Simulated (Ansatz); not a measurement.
A (111) slab of CoSi$_{2}$ (Fm-3m (No. 225)), 12 planes, outer planes Si (top) and Si (bottom), with 12 atoms (Co4Si8) in a surface cell of A = 12.221 Å², as cut from the bulk:

```yaml
crystal:
  lattice:
    - [3.75651, 0.00000, 0.00000]
    - [-1.87826, 3.25323, 0.00000]
    - [0.00000, 0.00000, 25.73512]
  atoms:
    - { symbol: Si, position: [0.00000, 0.00000, 0.29143] }
    - { symbol: Co, position: [0.66667, 0.33333, 0.32123] }
    - { symbol: Si, position: [0.33333, 0.66667, 0.35102] }
    - { symbol: Si, position: [0.66667, 0.33333, 0.41061] }
    - { symbol: Co, position: [0.33333, 0.66667, 0.44041] }
    - { symbol: Si, position: [0.00000, 0.00000, 0.47020] }
    - { symbol: Si, position: [0.33333, 0.66667, 0.52980] }
    - { symbol: Co, position: [0.00000, 0.00000, 0.55959] }
    - { symbol: Si, position: [0.66667, 0.33333, 0.58939] }
    - { symbol: Si, position: [0.00000, 0.00000, 0.64898] }
    - { symbol: Co, position: [0.66667, 0.33333, 0.67877] }
    - { symbol: Si, position: [0.33333, 0.66667, 0.70857] }
```

Computed with DFT PBEsol, scalar-relativistic, plane waves, PAW in Ansatz 0.2.0. Plane waves to 420 eV, a k mesh through Γ of 9×9×1 on the computed 12-atom cell and Gaussian smearing (0.10 eV); no spin polarisation. The cell repeats along c with a dipole correction in the vacuum.

Against the same 12 atoms in the bulk, the slab as cut lies 2.722 eV higher and the relaxed slab 2.636 eV higher. Bulk and slab both ran without spin polarisation, so these energies, and the surface energy and work of the cut from them, are those of a non-magnetic state, though Co often carries moments.

Q: Work out the surface energy before and after relaxation.

A: The slab has two faces, so γ = (E_slab − N·E_bulk)/(2A), the mean of both. As cut: 2.722/(2 × 12.221) = 0.1114 eV/Å², and 1 eV/Å² = 16.02 J/m², so γ = 1.78 J/m². Relaxed: 2.636/(2 × 12.221) = 0.1078 eV/Å² = 1.73 J/m². Relaxation recovers 3 % of the cost of cutting.

Q: What is the ideal work of this cut, per area?

A: Griffith's ideal work is 2γ: 3.57 J/m² if the new faces stay rigid, 3.46 J/m² if they relax. Other cuts parallel to this plane can cost less. One thickness was run, 12 planes, so γ can still shift with it.

Spin polarisation was left out, and a magnetic state may lie lower.